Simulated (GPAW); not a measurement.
# Ca (Fm-3m) in GPAW: convergence with grid spacing (A)

Aim: find how far grid spacing (A) must go before the results for Ca settle, at PBE. This setting moves, with any that are tied to it; all else stays.

All numbers are computed with GPAW 26.7.0; they aren't measurements. Logs are shortened: lines on timing, memory, paths and dates and some standing lists are left out, and cuts for length are marked. The log counts tension as positive stress, the text compression.

### Step 1. The crystal as given

It takes space group Fm-3m (No. 225, cubic). Conventional cell: a = 5.588 Å, b = 5.588 Å, c = 5.588 Å, α = 90.00°, β = 90.00°, γ = 90.00°. Ca (site symmetry m-3m) is surrounded by 12 Ca at 3.95 Å.

### Step 2. With grid spacing (A) 0.26

File run.py:

```python
from ase.dft.bandgap import bandgap
from ase.io import read, write
from gpaw import GPAW

atoms = read('POSCAR')

calc = GPAW(mode='fd',
            h=0.26,
            xc='PBE',
            kpts={'size': (8, 8, 8), 'gamma': True},
            occupations={'name': 'fermi-dirac', 'width': 0.05},
            nbands=12,
            convergence={'density': 1e-05, 'energy': 1e-05},
            maxiter=100,
            txt='gpaw.txt')
atoms.calc = calc
energy = atoms.get_potential_energy()
forces = atoms.get_forces()
calc.write('gs.gpw')
write('result.traj', atoms)
print(f'Energy: {energy:.6f} eV')
print('Forces (eV/A):')
print(forces.round(4))
print('Fermi level:', round(calc.get_fermi_level(), 4), 'eV')
print(f'Gap: {bandgap(calc)[0]:.4f} eV, direct: {bandgap(calc, direct=True)[0]:.4f} eV')
```

File POSCAR:

```
Ca
1.0
    0.0000000000      2.7942000000      2.7942000000
    2.7942000000      0.0000000000      2.7942000000
    2.7942000000      2.7942000000      0.0000000000
Ca
1
Direct
    0.0000000000      0.0000000000      0.0000000000
```

Potentials or basis: GPAW PAW data sets (gpaw-data 1.2.1), fd.

The run is started by

```
OMP_NUM_THREADS=1 python run.py
```

gpaw.txt:

```text
__  _  _
 | _ |_)|_||  |
 |__||  | ||/\| - 26.7.0

Input parameters:
  mode=FD(),
  convergence={'density': 1e-05, 'energy': 1e-05},
  h=0.26,
  kpts=MonkhorstPack(size=(8, 8, 8), gamma=True),
  maxiter=100,
  nbands=12,
  occupations=Occupations(name='fermi-dirac', width=0.05),
  xc=XC(name='PBE')

Diagonalizing LCAO Hamiltonian
Converting LCAO to fd mode

       Ca

Atoms  # Å, Bohr magnetons
|   | symbol |        x |        y |        z |    initial magnetic moments |
|---|--------|----------|----------|----------|-----------------------------|
| 0 |     Ca | 0.000000 | 0.000000 | 0.000000 | ( 0.0000,  0.0000,  0.0000) |

Unit cell  # Å
| periodic |        x |        y |        z |  lengths |    angles |
|----------|----------|----------|----------|----------|-----------|
|      yes | 0.000000 | 2.794200 | 2.794200 | 3.951596 | 60.000000 |
|      yes | 2.794200 | 0.000000 | 2.794200 | 3.951596 | 60.000000 |
|      yes | 2.794200 | 2.794200 | 0.000000 | 3.951596 | 60.000000 |

Number of symmetries: 48
Symmetry operations  # r_c * U_cc + t_c -> r_c
|    | kind |            matrix            |
|----|------|------------------------------|
|  0 |  σ   |  1, 0, 0,  1, 0,-1,  1,-1, 0 |
|  1 |  C2  |  1, 0, 0,  1,-1, 0,  1, 0,-1 |
|  2 |  E   |  1, 0, 0,  0, 1, 0,  0, 0, 1 |
|  3 |  σ   |  1, 0, 0,  0, 0, 1,  0, 1, 0 |
|  4 |  C4  |  1, 0,-1,  1, 0, 0,  1,-1, 0 |
|  5 |  S6  |  1, 0,-1,  1,-1, 0,  1, 0, 0 |
|  6 |  σ   |  1, 0,-1,  0, 1,-1,  0, 0,-1 |
|  7 |  C3  |  1, 0,-1,  0, 0,-1,  0, 1,-1 |
|  8 |  S6  |  1,-1, 0,  1, 0, 0,  1, 0,-1 |
|  9 |  C4  |  1,-1, 0,  1, 0,-1,  1, 0, 0 |
| 10 |  C3  |  1,-1, 0,  0,-1, 1,  0,-1, 0 |
| 11 |  σ   |  1,-1, 0,  0,-1, 0,  0,-1, 1 |
| 12 |  σ   |  0, 1, 0,  1, 0, 0,  0, 0, 1 |
| 13 |  C4  |  0, 1, 0,  0, 1,-1, -1, 1, 0 |
| 14 |  C3  |  0, 1, 0,  0, 0, 1,  1, 0, 0 |
| 15 |  S6  |  0, 1, 0, -1, 1, 0,  0, 1,-1 |
| 16 |  C2  |  0, 1,-1,  1, 0,-1,  0, 0,-1 |
| 17 |  σ   |  0, 1,-1,  0, 1, 0, -1, 1, 0 |
| 18 |  S4  |  0, 1,-1,  0, 0,-1,  1, 0,-1 |
| 19 |  C4  |  0, 1,-1, -1, 1, 0,  0, 1, 0 |
| 20 |  C3  |  0, 0, 1,  1, 0, 0,  0, 1, 0 |
| 21 |  σ   |  0, 0, 1,  0, 1, 0,  1, 0, 0 |
| 22 |  S6  |  0, 0, 1,  0,-1, 1, -1, 0, 1 |
| 23 |  C4  |  0, 0, 1, -1, 0, 1,  0,-1, 1 |
| 24 |  S4  |  0, 0,-1,  1, 0,-1,  0, 1,-1 |
| 25 |  C3  |  0, 0,-1,  0, 1,-1,  1, 0,-1 |
| 26 |  C2  |  0, 0,-1,  0,-1, 0, -1, 0, 0 |
| 27 |  S6  |  0, 0,-1, -1, 0, 0,  0,-1, 0 |
| 28 |  S4  |  0,-1, 1,  1,-1, 0,  0,-1, 0 |
| 29 |  C4  |  0,-1, 1,  0, 0, 1, -1, 0, 1 |
| 30 |  C2  |  0,-1, 1,  0,-1, 0,  1,-1, 0 |
| 31 |  σ   |  0,-1, 1, -1, 0, 1,  0, 0, 1 |
| 32 |  C3  |  0,-1, 0,  1,-1, 0,  0,-1, 1 |
| 33 |  S6  |  0,-1, 0,  0, 0,-1, -1, 0, 0 |
| 34 |  S4  |  0,-1, 0,  0,-1, 1,  1,-1, 0 |
| 35 |  C2  |  0,-1, 0, -1, 0, 0,  0, 0,-1 |
| 36 |  C2  | -1, 1, 0,  0, 1, 0,  0, 1,-1 |
| 37 |  S6  | -1, 1, 0,  0, 1,-1,  0, 1, 0 |
| 38 |  S4  | -1, 1, 0, -1, 0, 1, -1, 0, 0 |
| 39 |  C3  | -1, 1, 0, -1, 0, 0, -1, 0, 1 |
| 40 |  S6  | -1, 0, 1,  0, 0, 1,  0,-1, 1 |
| 41 |  C2  | -1, 0, 1,  0,-1, 1,  0, 0, 1 |
| 42 |  C3  | -1, 0, 1, -1, 1, 0, -1, 0, 0 |
| 43 |  S4  | -1, 0, 1, -1, 0, 0, -1, 1, 0 |
| 44 |  C2  | -1, 0, 0,  0, 0,-1,  0,-1, 0 |
| 45 |  i   | -1, 0, 0,  0,-1, 0,  0, 0,-1 |
| 46 |  σ   | -1, 0, 0, -1, 1, 0, -1, 0, 1 |
| 47 |  C2  | -1, 0, 0, -1, 0, 1, -1, 1, 0 |

BZ-sampling:
  Number of BZ points: 512
  Number of IBZ points: 29

  Monkhorst-Pack size: [8, 8, 8]
  Monkhorst-Pack shift: [0.0625, 0.0625, 0.0625]

K-points  # in reciprocal-cell coordinates
|     |                                coordinates |     weight |
|-----|--------------------------------------------|------------|
|   0 | (  0.00000000,   0.00000000,   0.00000000) | 0.00195312 |
|   1 | (  0.12500000,   0.12500000,   0.00000000) | 0.01171875 |
|   2 | (  0.12500000,   0.12500000,   0.12500000) | 0.01562500 |
|   3 | (  0.25000000,   0.12500000,   0.12500000) | 0.02343750 |
|   4 | (  0.25000000,   0.25000000,   0.00000000) | 0.01171875 |
|   5 | (  0.25000000,   0.25000000,   0.12500000) | 0.04687500 |
|   6 | (  0.25000000,   0.25000000,   0.25000000) | 0.01562500 |
|   7 | (  0.37500000,   0.25000000,  -0.37500000) | 0.04687500 |
|   8 | (  0.37500000,   0.25000000,   0.12500000) | 0.04687500 |
|   9 | (  0.37500000,   0.25000000,   0.25000000) | 0.04687500 |
| ... |                                            |            |
|  28 | (  0.50000000,   0.50000000,   0.50000000) | 0.00781250 |

Uniform wave function grid shape: (np.int64(12), np.int64(12), np.int64(12))
Spin-components: 1 (collinear spins)
Bands:           12
Projectors:      5
Spin-degeneracy: 2
Datatype:        complex128

Parallelization:
  kpt:    1
  domain: 1
  band:   1

Density:
  Valence electrons: 10.0
  Components: 1
  Grid points: [12 12 12]
  Charge: 0.0  # |e|

Potential:
  Grid points: [12 12 12]

species:
  Ca:
    name:    Calcium
    Z:       20.0
    valence: 10
    core:    10
    charge:  0.0  # [|e|]
    compensation charges:
      type: gauss
      rc: 0.37  # [Å]
      lmax: 2
    cutoffs:
      filter: 2.10  # [Å]
      core: 1.17  # [Å]
    projectors
    | kind |    occ | energy [eV] | rcut [Å] |
    |------|--------|-------------|----------|
    |   3s |  2.000 |     -47.086 |    1.175 |
    |   4s |  2.000 |      -3.766 |    1.175 |
    |   3p |  6.000 |     -28.008 |    1.154 |
    |    p |        |      -0.797 |    1.154 |
    |    d |        |       0.000 |    0.937 |

    Using partial waves for Ca as LCAO basis

Reference energy: -18510.869232  # eV

eigensolver:
  PPCG
  Converge bands: occupied
  niter=2

density mixing:
  MSR1-Mixer
  Pratt-step length: 0.05
  Maximum mixing coefficient: 0.75
  Old densities: 10
  SVD Regularization: 0.005
  Good broyden scale: 1.0
  Trust region scale: 1.0
  Backstep threshold: 4.0
  History deletion threshold: 6.0
  Fourier metric: weight=20.0, sigma=0.015

occupation numbers:
  Fermi-Dirac:
    width: 0.0500  # eV

FastPoissonSolver using
    Stencil: 12*3+1=37 point O(h^6) finite-difference Laplacian
    FFT axes: [np.int64(0), np.int64(1), np.int64(2)]
    FST axes: []

xc functional:
  name: PBE with 2 nearest neighbor stencil
interpolation: tri-quintic # 5. degree polynomial

convergence criteria:
- Maximum integral of absolute [dens]ity change: 1e-05 electrons / valence electron
- Maximum [total energy] change in last 3 cyles: 1e-05 eV / valence electron
- Maximum integral of absolute [eigenst]ate change: 4e-08 eV^2 / valence electron
maximum number of iterations: 100

SCF iterations
|iter     | |      energy | eigst |  dens |
|---------|-|-------------|-------|-------|
|iter:   1| |   -1.962307 | +0.48 |       |
|iter:   2| |   -2.230797 | -0.16 | -1.49 |
|iter:   3| |   -2.274729 | -0.85 | -1.62 |
|iter:   4| |   -2.287418 | -1.37 | -1.69 |
|iter:   5| |   -2.289739 | -2.09 | -2.17 |
|iter:   6| |   -2.290033 | -3.01 | -2.38 |
|iter:   7| |   -2.290054 | -3.94 | -3.08 |
|iter:   8| |   -2.290059c| -5.12 | -3.58 |
|iter:   9| |   -2.290058c| -6.13 | -3.72 |
|iter:  10| |   -2.290058c| -7.06 | -3.87 |
|iter:  11| |   -2.290057c| -7.06 | -4.02 |
|iter:  12| |   -2.290057c| -7.54c| -4.84 |
|iter:  13| |   -2.290057c| -8.20c| -5.80c|

Converged in 13 steps
Energy contributions relative to reference atoms: (reference = -18510.869232)

Energy contributions:
  Kinetic:           1.120903
  Coulomb:           0.645573
  Zero:             -0.280622
  External:          0.000000
  Xc:               -3.769806
  Entropy:          -0.012213
  Spinorbit:         0.000000
  ----------------------------
  Free energy:      -2.296164
  Extrapolated:     -2.290057

dipole moment: (-18.451632, -18.451632, -18.451632)  # |e|*Ang

Fermi level: 3.080
Eigenvalues  # (at kpt = [0.000, 0.000, 0.000])
| band index |      eig [eV] | occ [0-2] |
|------------|---------------|-----------|
|          0 |       -38.865 |     2.000 |
|          1 |       -19.836 |     2.000 |
|          2 |       -19.836 |     2.000 |
|          3 |       -19.824 |     2.000 |
|          4 |        -0.821 |     2.000 |
|          5 |         5.257 |     0.000 |
|          6 |         5.257 |     0.000 |
|          7 |         5.263 |     0.000 |
|          8 |         6.265 |     0.000 |
|          9 |         6.265 |     0.000 |
|         10 |        12.084 |     0.000 |
|         11 |        13.982 |     0.000 |

No gap
No difference between direct/indirect transitions

Forces  # eV/Ang
|       x |        y |       z |
|---------|----------|---------|
| 0.00000 | -0.00000 | 0.00000 |  # Ca   0

# Writing to gs.gpw (mode='')
```

It took 5.8 s on 1 thread of Arm Neoverse V2, shared host; peak memory 0.13 GiB.

What came out:

| Property | Result |
| --- | --- |
| Free energy | -2.2962 eV |
| Band gap on the k mesh | none (metal or under the smearing width) |

### Step 3. With grid spacing (A) 0.23

run.py: that of step 2 with these lines changed.

```diff
@@ -7,3 +7,3 @@
 calc = GPAW(mode='fd',
-            h=0.26,
+            h=0.23,
             xc='PBE',
```

POSCAR is that of step 2.

Potentials or basis: GPAW PAW data sets (gpaw-data 1.2.1), fd.

The run is started by

```
OMP_NUM_THREADS=1 python run.py
```

It took 10 s on 1 thread of Arm Neoverse V2, shared host; peak memory 0.16 GiB.

What came out:

| Property | Result |
| --- | --- |
| Free energy | -2.0954 eV |
| Band gap on the k mesh | none (metal or under the smearing width) |

### Step 4. With grid spacing (A) 0.2

run.py: that of step 3 with these lines changed.

```diff
@@ -7,3 +7,3 @@
 calc = GPAW(mode='fd',
-            h=0.23,
+            h=0.2,
             xc='PBE',
```

POSCAR is that of step 3.

The run is started by

```
OMP_NUM_THREADS=1 python run.py
```

Run time: 10 s. Hardware: 1 thread of Arm Neoverse V2, shared host; peak memory 0.16 GiB.

Results (log left out):

```
Free energy            : -2.0954 eV
Band gap on the k mesh : none (metal or under the smearing width)
```

### Step 5. With grid spacing (A) 0.18

run.py: that of step 4 with these lines changed.

```diff
@@ -7,3 +7,3 @@
 calc = GPAW(mode='fd',
-            h=0.2,
+            h=0.18,
             xc='PBE',
```

POSCAR is that of step 4.

The run is started by

```
OMP_NUM_THREADS=1 python run.py
```

It took 10 s on 1 thread of Arm Neoverse V2, shared host; peak memory 0.16 GiB.

The run converged. Its results:

```
Free energy            : -2.0954 eV
Band gap on the k mesh : none (metal or under the smearing width)
```

### Step 6. With grid spacing (A) 0.16

run.py: that of step 5 with these lines changed.

```diff
@@ -7,3 +7,3 @@
 calc = GPAW(mode='fd',
-            h=0.18,
+            h=0.16,
             xc='PBE',
```

POSCAR is that of step 5.

Potentials or basis: GPAW PAW data sets (gpaw-data 1.2.1), fd.

The run is started by

```
OMP_NUM_THREADS=1 python run.py
```

Wall time 19 s (1 thread of Arm Neoverse V2, shared host); peak memory 0.2 GiB.

The run converged. Its results:

- Free energy: -2.0593 eV
- Band gap on the k mesh: none (metal or under the smearing width)

### Step 7. With grid spacing (A) 0.14

run.py: that of step 6 with these lines changed.

```diff
@@ -7,3 +7,3 @@
 calc = GPAW(mode='fd',
-            h=0.16,
+            h=0.14,
             xc='PBE',
```

POSCAR is that of step 6.

The run is started by

```
OMP_NUM_THREADS=1 python run.py
```

Wall time 34 s (1 thread of Arm Neoverse V2, shared host); peak memory 0.27 GiB.

The run converged. Its results:

- Free energy: -2.0495 eV
- Band gap on the k mesh: none (metal or under the smearing width)

### Step 8. With grid spacing (A) 0.12

run.py: that of step 7 with these lines changed.

```diff
@@ -7,3 +7,3 @@
 calc = GPAW(mode='fd',
-            h=0.14,
+            h=0.12,
             xc='PBE',
```

POSCAR is that of step 7.

The run is started by

```
OMP_NUM_THREADS=1 python run.py
```

Run time: 53 s. Hardware: 1 thread of Arm Neoverse V2, shared host; peak memory 0.36 GiB.

Results (log left out):

```yaml
Free_energy: -2.0463 eV
Band_gap_on_the_k_mesh: none (metal or under the smearing width)
```

### Step 9. The series at a glance

| grid spacing (A) | energy less the tightest run, at zero smearing (meV/atom) | SCF cycles | CPU time (s) | peak memory (GiB) |
| --- | --- | --- | --- | --- |
| 0.26 | -249.82 | 13 | 5.8 | 0.13 |
| 0.23 | -49.02 | 12 | 10 | 0.16 |
| 0.2 | -49.02 | 12 | 10 | 0.16 |
| 0.18 | -49.02 | 12 | 10 | 0.16 |
| 0.16 | -12.99 | 13 | 19 | 0.2 |
| 0.14 | -3.20 | 14 | 34 | 0.27 |
| 0.12 | 0.00 | 15 | 53 | 0.36 |

Not settled before the last step: the energy (to 1 meV/atom). The tightest run that finished is the yardstick and may itself not be fully converged.

Caveats: the real-space grid adds noise to forces.
